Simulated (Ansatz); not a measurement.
# Ti (Im-3m) in Ansatz: relaxation of cell and atoms with RPBE

Aim: the relaxation of cell and atoms of Ti with RPBE.

Program: Ansatz 0.2.0. These are calculated values, not measurements. Logs are shortened: lines on timing, memory, paths and dates and some standing lists are left out, and cuts for length are marked.

### 1 Starting point

It takes space group Im-3m (No. 229, cubic). Conventional cell: a = 3.282 Å, b = 3.282 Å, c = 3.282 Å, α = 90.00°, β = 90.00°, γ = 90.00°. Ti (site symmetry m-3m) has 8 Ti at 2.84 Å as nearest neighbours.

This isn't the form of Ti at room conditions, which is hcp.

### 2 Relaxation of cell and atoms, RPBE

input.yaml reads:

```yaml
crystal:
  lattice:
    - [-1.641, 1.641, 1.641]
    - [1.641, -1.641, 1.641]
    - [1.641, 1.641, -1.641]
  atoms:
    - { symbol: Ti, position: [0.0, 0.0, 0.0] }
kpoints:
  mp_grid: { grid: [11, 11, 11] }
scf:
  occupations: { method: fermi_dirac, width: 0.05 }
hamiltonian:
  xc: rpbe
  pseudopotentials: { kind: all_electron, lapw: { basis_error: 0.001 } }
output:
  forces: true
  stress: true
relax:
  f_tol: 0.01
  max_steps: 60
  cell: {}
```

Potentials or basis: all-electron LAPW, scalar-relativistic.

Run with:

```sh
$ ansatz run input.yaml --threads 1 --pin off --max-ram 3072MiB --backend cpu --events-out ev --progress --plain --runs-dir out
```

The program printed:

```text
Warning: RAYON_NUM_THREADS=1 ignored (pool sized by the plan → 1); use --threads N
The last accepted step is kept in <dir> (removed where the run ends without a failure and the disk answers)
LAPW: plane waves up to 7.952 Å⁻¹, error target 1.0e-3 eV per atom; small_component_spin mean_spin; Ti in spheres of 1.379 Å, 12 of its electrons in bands, Dirac shells [] (how accurate: hamiltonian.pseudopotentials.lapw.basis_error, Limitations)
Engine: ansatz 0.2.0, aarch64-unknown-linux-gnu
Pseudopotentials: kind: all_electron
Pseudopotential: Ti, LAPW, valence charge 12, lapw/all_electron/scalar/gaussian/Ti, Koelling and Harmon's equation, gaussian nucleus
Functional definition: RPBE
  parameter kappa = 0.804
  parameter beta = 0.06672455060314922
  exchange = rpbe_x(kappa = kappa, mu = beta*pi^2/3)
  correlation = pbe_c(beta = beta)
Crystal: 1 atoms, lattice volume = 17.676 Å³
Basis set: ecut = 240.90663739178012 eV, 141 PW (Γ), exchange–correlation at level 2
Bands: 10, of which v1, the nominal top of the filled ones, is band 6 counted from 1 (5 counted from 0)
Symmetry: 48 space group operations
Space group: Im-3m (ITA 229), of the structure as read, at distance tolerance 2.6e-5 Å
k-points: 56 of 1331
Non-local potential: Ti, projectors of the file, none
Initial density: superposition of atomic densities (chi_scale 0.1, normalization cell)
Initial wavefunctions: plane waves of lowest kinetic energy (no species holds an atomic orbital)
Functional: x = rpbe, c = pbe(β = 0.06672455060314922)
iter 1 solved again at ethr=8.36e-4 eV; its pass at ethr=1.00e-1 eV (dr2=1.00e-1 eV) is discarded
SCF iter   1: F=—  HF=-23237.771240 eV  |F-HF|=—  |Δ(HF+E_count)|=         —  Δρ=2.66e-2  dr2=1.01e-1  ethr=8.36e-4  ⟨swp⟩=2.6  Hψ=4015  notcnv=0
preconditioner: auto → none  [metal: Δε(μ)=0.025 eV  Ē_g=4.428 eV  σ=0.050 eV  W_gap=0.13  n_scr=0 (ndim 8)  ℏωp=17.7 eV  f_vac=0.000  D(μ)=2.70/eV (n_scr^D=42)]
iter 2 solved again at ethr=5.26e-6 eV; its pass at ethr=8.36e-4 eV (dr2=6.31e-4 eV) is discarded
SCF iter   2: F=—  HF=-23237.620248 eV  |F-HF|=—  |Δ(HF+E_count)|=   1.51e-1  Δρ=2.28e-3  dr2=6.28e-4  ethr=5.26e-6  ⟨swp⟩=2.5  Hψ=3050  notcnv=0
SCF iter   3: F=—  HF=-23237.599485 eV  |F-HF|=—  |Δ(HF+E_count)|=   2.08e-2  Δρ=3.13e-3  dr2=1.39e-3  ethr=5.23e-6  ⟨swp⟩=3.0  Hψ=1979  notcnv=0
SCF iter   4: F=—  HF=-23237.599588 eV  |F-HF|=—  |Δ(HF+E_count)|=   1.02e-4  Δρ=1.66e-4  dr2=3.28e-6  ethr=5.23e-6  ⟨swp⟩=2.0  Hψ=1648  notcnv=0
SCF iter   5: F=—  HF=-23237.599592 eV  |F-HF|=—  |Δ(HF+E_count)|=   4.03e-6  Δρ=4.92e-5  dr2=3.34e-7  ethr=2.74e-8  ⟨swp⟩=2.7  Hψ=1721  notcnv=0
SCF iter   6: F=-23237.599591 eV  HF=-23237.599591 eV  |F-HF|=1.02e-8  |Δ(HF+E_count)|=   4.46e-7  Δρ=4.99e-6  dr2=3.20e-9  ethr=2.78e-9  ⟨swp⟩=2.0  Hψ=1648  notcnv=0
SCF 1 converged in 6 iterations: F = -23237.599591 eV  dr2 = 3.20e-9
relax step   1: F+E_penalty+E_count = -23237.59959129 eV  Δ(F+E_penalty+E_count) = +0.000e0 eV  max|allowed force component| = 0.000e0 eV/Å  Δτ_max = 0.0000 Å  P = +0.634 GPa  Ω = 17.676 Å³  (6 SCF iters, accepted)
Crystal: 1 atoms, lattice volume = 17.883 Å³
Basis set: ecut = 239.04534941379399 eV, 141 PW (Γ), exchange–correlation at level 2
Initial density: handed on by an earlier stage of this run
Initial wavefunctions: those handed on with the density
iter 1 solved again at ethr=1.38e-9 eV; its pass at ethr=1.00e-1 eV (dr2=1.65e-7 eV) is discarded
SCF iter   1: F=—  HF=-23237.599665 eV  |F-HF|=—  |Δ(HF+E_count)|=         —  Δρ=1.67e-4  dr2=4.06e-6  ethr=1.38e-9  ⟨swp⟩=5.3  Hψ=4067  notcnv=0
eigensolver tolerance schedule calibrated: the retry pair's looser diagonalisation under-reported the residual by θ = 0.96 (0.12/decade); ethr = c·dr2/N_el runs at the constant in force after the calibration composes with the one it found (an armed cap, an earlier calibration), c = 6.7e-2
preconditioner: auto → none  [metal: Δε(μ)=0.006 eV  Ē_g=4.012 eV  σ=0.050 eV  W_gap=0.03  n_scr=0 (ndim 8)  ℏωp=17.6 eV  f_vac=0.000  D(μ)=3.02/eV (n_scr^D=54)]
SCF iter   2: F=—  HF=-23237.599659 eV  |F-HF|=—  |Δ(HF+E_count)|=   5.81e-6  Δρ=2.37e-5  dr2=7.51e-8  ethr=1.38e-9  ⟨swp⟩=3.0  Hψ=1833  notcnv=0
SCF iter   3: F=—  HF=-23237.599658 eV  |F-HF|=—  |Δ(HF+E_count)|=   1.09e-6  Δρ=1.82e-5  dr2=4.82e-8  ethr=4.20e-10  ⟨swp⟩=3.0  Hψ=1778  notcnv=0
iter 4 solved again at ethr=1.42e-12 eV; its pass at ethr=2.69e-10 eV (dr2=2.54e-10 eV) is discarded
SCF iter   4: F=-23237.599658 eV  HF=-23237.599658 eV  |F-HF|=5.93e-10  |Δ(HF+E_count)|=   3.66e-8  Δρ=1.35e-6  dr2=2.52e-10  ethr=1.42e-12  ⟨swp⟩=2.2  Hψ=2802  notcnv=0
SCF 2 converged in 4 iterations: F = -23237.599658 eV  dr2 = 2.52e-10
relax step   2: F+E_penalty+E_count = -23237.59965844 eV  Δ(F+E_penalty+E_count) = -6.715e-5 eV  max|allowed force component| = 0.000e0 eV/Å  Δτ_max = 0.0000 Å  P = -0.520 GPa  Ω = 17.883 Å³  (4 SCF iters, accepted)
Crystal: 1 atoms, lattice volume = 17.789 Å³
Basis set: ecut = 239.8847856929581 eV, 141 PW (Γ), exchange–correlation at level 2
iter 1 solved again at ethr=2.15e-10 eV; its pass at ethr=1.00e-1 eV (dr2=2.58e-8 eV) is discarded
SCF iter   1: F=—  HF=-23237.599814 eV  |F-HF|=—  |Δ(HF+E_count)|=         —  Δρ=7.12e-5  dr2=7.37e-7  ethr=2.15e-10  ⟨swp⟩=5.4  Hψ=4076  notcnv=0
eigensolver tolerance schedule calibrated: the retry pair's looser diagonalisation under-reported the residual by θ = 0.96 (0.11/decade); ethr = c·dr2/N_el runs at the constant in force after the calibration composes with the one it found (an armed cap, an earlier calibration), c = 8.1e-2
preconditioner: auto → none  [metal: Δε(μ)=0.003 eV  Ē_g=4.030 eV  σ=0.050 eV  W_gap=0.01  n_scr=0 (ndim 8)  ℏωp=17.6 eV  f_vac=0.000  D(μ)=2.99/eV (n_scr^D=54)]
SCF iter   2: F=—  HF=-23237.599813 eV  |F-HF|=—  |Δ(HF+E_count)|=   9.65e-7  Δρ=1.08e-5  dr2=1.55e-8  ethr=2.15e-10  ⟨swp⟩=3.0  Hψ=1850  notcnv=0
SCF iter   3: F=-23237.599812 eV  HF=-23237.599812 eV  |F-HF|=6.48e-10  |Δ(HF+E_count)|=   2.19e-7  Δρ=7.36e-6  dr2=7.84e-9  ethr=1.04e-10  ⟨swp⟩=2.9  Hψ=1771  notcnv=0
SCF 3 converged in 3 iterations: F = -23237.599812 eV  dr2 = 7.84e-9
relax step   3: F+E_penalty+E_count = -23237.59981239 eV  Δ(F+E_penalty+E_count) = -1.539e-4 eV  max|allowed force component| = 0.000e0 eV/Å  Δτ_max = 0.0000 Å  P = -0.004 GPa  Ω = 17.789 Å³  (3 SCF iters, accepted)
iter 1 solved again at ethr=6.52e-11 eV; its pass at ethr=1.00e-1 eV (dr2=7.83e-9 eV) is discarded
SCF iter   1: F=—  HF=-23237.599812 eV  |F-HF|=—  |Δ(HF+E_count)|=         —  Δρ=7.36e-6  dr2=7.83e-9  ethr=6.52e-11  ⟨swp⟩=3.2  Hψ=3059  notcnv=0
preconditioner: auto → none  [metal: Δε(μ)=0.002 eV  Ē_g=4.031 eV  σ=0.050 eV  W_gap=0.01  n_scr=0 (ndim 8)  ℏωp=17.6 eV  f_vac=0.000  D(μ)=2.99/eV (n_scr^D=54)]
SCF iter   2: F=-23237.599812 eV  HF=-23237.599812 eV  |F-HF|=7.79e-10  |Δ(HF+E_count)|=   1.57e-7  Δρ=3.04e-6  dr2=1.32e-9  ethr=6.52e-11  ⟨swp⟩=2.8  Hψ=1693  notcnv=0
SCF 4 converged in 2 iterations: F = -23237.599812 eV  dr2 = 1.32e-9
relax step   4: F+E_penalty+E_count = -23237.59981205 eV  Δ(F+E_penalty+E_count) = +3.366e-7 eV  max|allowed force component| = 0.000e0 eV/Å  Δτ_max = 0.0000 Å  P = -0.004 GPa  Ω = 17.789 Å³  stress off target by 4.16e-3 GPa  SCF on the basis re-selected at this cell (its energy is not comparable with the rows above)  (2 SCF iters)
basis re-selected at this cell: Δ(F+E_penalty+E_count) = +3.366e-7 eV, ΔP = +0.000 GPa vs the last step (what re-selecting the basis moved, after the strain that the cell walked since its last selection, with what the two solves' SCF thresholds leave and, on support functions, any second-order correction that the steps lacked; it is no measure of the basis error at this ecutwfc). This SCF's stress stands 4.16e-3 GPa from its target on what of the cell is left free (relax.cell.stress_tol is 5.00e-2 GPa) and its largest allowed force component is 0.00e0 eV/Å (relax.f_tol is 1.00e-2 eV/Å): within both
SCF converged after 2 iterations
Free energy (F): -23237.599812 eV
Harris-Foulkes:  -23237.599812 eV  (|F-HF|=7.79e-10)
Internal energy: -23237.576630 eV  (E = F + TS)
E sigma→0 (E₀):  -23237.588221 eV
Entropy (-TS):   -0.023182 eV (-23.182 meV/atom)
Fermi energy:    13.269779 eV
--- Per-component energies (eV) ---
  E_band       = -156.089714
  E_kinetic    = 23462.027550
  E_xc         = -1152.369494
  E_electrostatic = -45547.234687  (all electrons and nuclei)
  E_smearing   = -0.023182  (= −TS)
  E_closure    = 0.000000  (closes the sum)
  E_atoms      = -23231.392693  (free atoms, spherical and without spin; not in F)
  Σ components = -23237.599812   (vs F -23237.599812, Δ=0.00e0)
  Basis errors (estimates in eV, not in F): energy 1.2e-4 per atom: plane waves 1.0e-4 (5.6e-5 summed), levels above the bands 1.3e-24, relativity 1.6e-8, radial functions 1.2e-5, core shells 9.6e-8; eigenvalues (radial functions only) 4.7e-7; not estimated: angular momenta, meshes, grids; target (lapw.basis_error) 1.0e-3; muffin-tin radii Ti 1.381 Å
--- Forces (eV/Å), atoms counted from 1 ---
  atom   1  Ti    -0.00000000     0.00000000    -0.00000000
  max |Σ_I F_I| component: 8.32e-32 eV/Å
--- Stress (GPa, compression-positive) ---
       -0.004158       0.000000      -0.000000
        0.000000      -0.004158       0.000000
       -0.000000       0.000000      -0.004158
  P = ⅓ Tr σ = -0.0042 GPa (-0.042 kbar)
--- Relaxed structure (3 steps of the walk, 3 accepted, 1 SCFs on fresh bases) ---
  F+E_penalty+E_count = -23237.59981205 eV   max|allowed force component| = 0.000e0 eV/Å   (the final SCF, on the basis selected at the relaxed cell)
  cell:  # Å, volume = 17.7891 Å³
    - [-1.6444914191666833, 1.6444914191666833, 1.6444914191666833]
    - [1.6444914191666833, -1.6444914191666833, 1.6444914191666833]
    - [1.6444914191666833, 1.6444914191666833, -1.6444914191666833]
  atoms:
    - { symbol: Ti, position: [0.0, 0.0, 0.0] }
```

It took 6.7 s on 1 thread of Arm Neoverse V1, shared host; peak memory 0.23 GiB.

Results:

| Property | Result |
| --- | --- |
| Free energy | -23237.5998 eV |
| Relaxed volume | 17.79 Å³/atom |
| Relaxed cell | a = 2.848 Å, b = 2.848 Å, c = 2.848 Å, α = 109.47°, β = 109.47°, γ = 109.47° |
| Space group after relaxing (to 0.05 Å) | Im-3m (No. 229) |
| Energy gained by relaxing | 0.2 meV/atom |
| Ionic steps | 4 |
| Pressure after relaxing | 0.0 GPa |

Step by step:
```
step  energy change (eV)  largest force (eV/Å)  volume (Å³)
   1              0.0000                0.0000        17.68
   2             -0.0001                0.0000        17.88
   3             -0.0002                0.0000        17.79
   4             -0.0002                0.0000        17.79
```

Final structure:
```cif
data_structure
_symmetry_space_group_name_H-M 'P 1'
_symmetry_Int_Tables_number 1
_cell_length_a 2.8483
_cell_length_b 2.8483
_cell_length_c 2.8483
_cell_angle_alpha 109.471
_cell_angle_beta 109.471
_cell_angle_gamma 109.471
_cell_volume 17.79
loop_
_atom_site_label
_atom_site_type_symbol
_atom_site_fract_x
_atom_site_fract_y
_atom_site_fract_z
_atom_site_occupancy
Ti1 Ti 0.00000 0.00000 0.00000 1
```

RPBE and its kin give volumes clearly too large for solids. Zero-point motion and thermal expansion aren't in these numbers.
